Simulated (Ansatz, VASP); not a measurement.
One calculation of NaF, two programs

```
Na F
1.0
     0.00000    2.34999    2.34999
     2.34999    0.00000    2.34999
     2.34999    2.34999    0.00000
Na F
1 1
Direct
  0.00000 0.00000 0.00000
  0.50000 0.50000 0.50000
```

Alike in both runs: functional PBE; k mesh 8 × 8 × 8; occupations gaussian, width 0.02 eV; no spin polarisation.

Ansatz relaxed the structure, and its values are those at the end. VASP's run is a single point on that final structure, the one shown.

|  | VASP | Ansatz |
| --- | --- | --- |
| version | VASP 6.6.1 | Ansatz 0.2.0 |
| potentials or method | VASP PAW PBE potentials, release 64 (Na_pv, F) | scalar-relativistic, plane waves, PAW |
| plane-wave cutoff (eV) | 520 | 420 |
| valence electrons in the cell | 14 | 16 |

|  | VASP | Ansatz | Ansatz less VASP |
| --- | --- | --- | --- |
| gap on the k mesh at the Fermi level (eV) | 6.08 | 6.09 | +0.016 |
| least direct gap on the mesh (eV) | 6.08 | 6.09 | +0.016 |
| pressure (GPa) | -0.1 | 0.0 | +0.16 |

The two sets of potentials don't hold the same shells in valence.

A hybrid or GW would open this gap; PBE tends to underestimate it.
